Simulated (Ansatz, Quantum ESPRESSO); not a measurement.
One calculation of NbAs, 3 ways

```
Nb As
1.0
    -1.72585    1.72585    5.84000
     1.72585   -1.72585    5.84000
     1.72585    1.72585   -5.84000
Nb As
2 2
Cartesian
  0.0000 1.7259 0.0000
  0.0000 0.0000 8.7600
  0.0000 1.7259 4.8589
  0.0000 0.0000 1.9389
```

Alike in all runs: task band structure; functional LDA; k mesh 11 × 11 × 11; occupations fermi-dirac, width 0.05 eV; no spin polarisation; no spin-orbit coupling. LDA stands for any of its common fits. Pressure is positive in compression and, in plane waves, holds the error of the finite cutoff, which Ansatz's Pulay term estimates and takes out.

```csv
program and potentials,plane-wave cutoff (eV),notes,pressure (GPa),largest force (eV/Å)
"Ansatz, Ansatz PAW",420,"potentials made for PBE, which Ansatz adapts in part; 14 valence electrons an atom on average; Pulay term of +0.03 GPa included",-5.54,0.275
"Quantum ESPRESSO, GBRV 1.5 LDA",612,9 valence electrons an atom on average,-5.01,0.278
"Ansatz, all-electron LAPW, scalar-relativistic",-,-,?,?
```

Problem. Estimate from the other rows what the run with Ansatz, all-electron LAPW, scalar-relativistic gave.

Solution. Pressure -5.53 GPa; largest force 0.275 eV/Å. The other rows, which needn't bracket it: pressure -5.54 to -5.01; largest force 0.275 to 0.278.
